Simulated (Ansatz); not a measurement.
The system is TiCo.

```
Co Ti
1.0
     2.98611    0.00000    0.00000
     0.00000    2.98611    0.00000
     0.00000    0.00000    2.98611
Co Ti
1 1
Direct
  0.50000 0.50000 0.50000
  0.00000 0.00000 0.00000
```

The cell comes from a database or a generator and needn't be the stable form of this composition.

Program: Ansatz 0.2.0. Alike in all runs: potentials or basis all-electron LAPW, scalar-relativistic; spin collinear, ferromagnetic start; cell as given; k mesh 9 × 9 × 9; basis error allowed 0.001 eV/atom.

Problem. Order these runs on this cell by their pressure, lowest first.
A. level PBEsol; cutoff (eV) 279; smearing fermi-dirac 0.05 eV
B. level LDA; cutoff (eV) 278; smearing fermi-dirac 0.05 eV
C. level RPBE; cutoff (eV) 280; smearing fermi-dirac 0.05 eV
D. level PBE; cutoff (eV) 279; smearing gaussian 0.011 eV

Solution. B (-14.7 GPa), A (-8.1 GPa), D (-0.5 GPa), C (4.1 GPa).
